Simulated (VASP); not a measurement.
Here is a VASP 6.6.1 calculation.

The input POSCAR:

```
NaF
1.0
    0.0000000000      2.2490856905      2.2490856905
    2.2490856905      0.0000000000      2.2490856905
    2.2490856905      2.2490856905      0.0000000000
  Na              F
     1     1
Direct
     0.0000000000000000    0.0000000000000000    0.0000000000000000
     0.5000000000000000    0.5000000000000000    0.5000000000000000
```

INCAR.step1

```
PREC = Accurate ; ENCUT = 600
EDIFF = 1E-8 ; ISMEAR = 0
SIGMA = 0.03 ; LREAL = F
LASPH = T ; NELM = 80
ALGO = Normal ; ISIF = 3
LWAVE = F ; LCHARG = F
GGA = CA ; PSTRESS = 15.0
IBRION = 2 ; NSW = 40
EDIFFG = -0.002
```

File INCAR.step2:

```
PREC = Accurate ; ENCUT = 600
EDIFF = 1E-8 ; ISMEAR = 0
SIGMA = 0.03 ; LREAL = F
LASPH = T ; NELM = 80
ALGO = Normal ; ISIF = 2
LWAVE = F ; LCHARG = F
GGA = CA ; PSTRESS = 15.0
IBRION = 6 ; NFREE = 2
POTIM = 0.015 ; NSW = 1
```

The input KPOINTS:

```
regular mesh
0
Gamma
  10 10 10
```

Potentials or basis: VASP PAW LDA potentials, release 64 (Na_pv, F).

The run is started by

```sh
$ cat potpaw_LDA.64/Na_pv/POTCAR potpaw_LDA.64/F/POTCAR > POTCAR
$ cp INCAR.step1 INCAR
$ mpirun -np 1 vasp_std > vasp.out
$ cp CONTCAR POSCAR
$ cp INCAR.step2 INCAR
$ mpirun -np 1 vasp_std > vasp.out
```

**Question.** What does it give for the highest phonon frequency at Γ, LO-TO splitting left out?

**Answer.** 296 cm⁻¹.

**Question.** Estimate the space group after relaxing (to 0.05 Å).

**Answer.** Fm-3m (No. 225).

**Question.** Predict the relaxed volume.

**Answer.** 11.13 Å³/atom.

Final structure:
```
CELL_PARAMETERS angstrom
0.00000 2.23246 2.23246
2.23246 0.00000 2.23246
2.23246 2.23246 0.00000
ATOMIC_POSITIONS crystal
Na 0.00000 0.00000 0.00000
F 0.50000 0.50000 0.50000
```
